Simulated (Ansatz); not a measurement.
# TiO2: straining the crystal, equal strain of all cell vectors

How does TiO2 answer equal strain of all cell vectors between -2 and +2 %? At each strain the shape is held and the atoms relax, within the symmetry that is left.

Computed with Ansatz 0.2.0 (DFT r2SCAN+U, scalar-relativistic, plane waves, PAW, unless a step's input says otherwise).

2 further runs of the same task are left out: 2 set aside as unsound or not needed.

### Step 1. The starting structure

The structure is orthorhombic, space group Pbcn (No. 60). The conventional cell has a = 4.556 Å, b = 5.509 Å, c = 4.947 Å, α = 90.00°, β = 90.00°, γ = 90.00°. Around Ti (site symmetry 2) lie 6 O at 1.91 to 2.06 Å. O (site symmetry 1) has 3 Ti at 1.91 to 2.06 Å in its first shell of neighbours.

Coordinates:

```
CELL_PARAMETERS angstrom
4.55637 0.00000 0.00000
0.00000 5.50918 0.00000
0.00000 0.00000 4.94716
ATOMIC_POSITIONS crystal
Ti 0.50000 0.66859 0.75000
Ti 0.00000 0.83141 0.25000
Ti 0.50000 0.33141 0.25000
Ti 0.00000 0.16859 0.75000
O 0.72759 0.61637 0.08095
O 0.22759 0.88363 0.91905
O 0.77241 0.88363 0.58095
O 0.27241 0.61637 0.41905
O 0.72759 0.38363 0.58095
O 0.22759 0.11637 0.41905
O 0.77241 0.11637 0.08095
O 0.27241 0.38363 0.91905
```

It goes back to an entry of the Materials Project, which need not be the stable form.

It is the result of an earlier relaxation at this level (volume 10.35 Å³/atom; gap on the mesh: 3.39 eV).

### Step 2. Zero strain

input.yaml

```yaml
crystal:
  lattice:
    - [4.5563680543, 0.0, 0.0]
    - [0.0, 5.5091832287, 0.0]
    - [0.0, 0.0, 4.9471610105]
  atoms:
    - { symbol: Ti, position: [0.5, 0.6685858267, 0.75] }
    - { symbol: Ti, position: [0.0, 0.8314141733, 0.25] }
    - { symbol: Ti, position: [0.5, 0.3314141733, 0.25] }
    - { symbol: Ti, position: [0.0, 0.1685858267, 0.75] }
    - { symbol: O, position: [0.7275911758, 0.6163679025, 0.0809487353] }
    - { symbol: O, position: [0.2275911758, 0.8836320975, 0.9190512647] }
    - { symbol: O, position: [0.7724088242, 0.8836320975, 0.5809487353] }
    - { symbol: O, position: [0.2724088242, 0.6163679025, 0.4190512647] }
    - { symbol: O, position: [0.7275911758, 0.3836320975, 0.5809487353] }
    - { symbol: O, position: [0.2275911758, 0.1163679025, 0.4190512647] }
    - { symbol: O, position: [0.7724088242, 0.1163679025, 0.0809487353] }
    - { symbol: O, position: [0.2724088242, 0.3836320975, 0.9190512647] }
basis:
  ecutwfc: 500
kpoints:
  mp_grid: { grid: [6, 4, 6] }
hamiltonian:
  xc: r2scan
  hubbard: { sites: [{ species: Ti, l: d, u_eff: 4.0 }] }
scf:
  occupations: { method: gaussian, width: 0.02 }
output:
  forces: true
  stress: true
  eigenvalues: true
```

Launch:

```sh
$ ansatz run input.yaml --threads 2 --pin off --max-ram 5120MiB --backend cpu --events-out ev --progress --plain --runs-dir out
```

Further runs follow: band edges over the zone; strain -1.0 %; band edges over the zone at -1.0 %; strain +1.0 %; the gap over the whole zone at +1.0 %; strain -2.0 %; band edges over the zone at -2.0 %; the cell strained by +2.0 %; the gap over the whole zone at +2.0 %.

Before running it: what results should come out? Wanted: (1/V) d²E/dε² at zero strain, cubic fit; gap shift, negative and positive side.

As calculated:

| quantity | value |
| --- | --- |
| largest energy cost | 28.5 meV/atom at -2.0 % |
| (1/V) d²E/dε² at zero strain, cubic fit | 2097 GPa |
| gap shift, negative and positive side | -117, -117 meV per % |

In words: From the curvature follows nine times the bulk modulus at fixed shape: 2097 GPa. Compression by 2 % costs 28.5 meV/atom and stretching 25.7. The gap runs from 3.59 eV at -2.0 % through 3.39 to 3.14 eV at +2.0 %.
